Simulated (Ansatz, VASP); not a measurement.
**C: VASP beside Ansatz**

```
C
1.0
    -1.44226    1.44226    1.44226
     1.44226   -1.44226    1.44226
     1.44226    1.44226   -1.44226
C
1
Direct
  0.00000 0.00000 0.00000
```

Alike in both runs: task relaxation of cell and atoms; functional PBE; k mesh 8 × 8 × 8; occupations gaussian, width 0.1 eV; no spin polarisation.

```csv
,VASP,Ansatz
version,VASP 6.6.1,Ansatz 0.2.0
potentials or method,"VASP PAW PBE potentials, release 64 (C)","scalar-relativistic, plane waves, PAW"
plane-wave cutoff (eV),600,420
valence electrons in the cell,4,4
```

Ansatz gave:

| Property | Result |
| --- | --- |
| gap on the k mesh at the Fermi level, each at its own relaxed structure (eV) | none |
| relaxed volume (Å³/atom) | 6.48 |
| relaxed cell length with the largest relative difference (Å) | 2.035 |
| energy change over the relaxation (meV/atom) | -818 |

Problem. Estimate VASP's values.

Solution. gap on the k mesh at the Fermi level, each at its own relaxed structure (eV): none; relaxed volume (Å³/atom): 6.52; relaxed cell length with the largest relative difference (Å): 2.038; energy change over the relaxation (meV/atom): -820.

A gap of «none» marks a metal or a gap that the smearing closes.

Caveats: the k mesh is coarse (spacing up to 0.39 Å⁻¹), so the values aren't converged; the volume moved by over 15 % at a fixed basis, so the end points are rough.
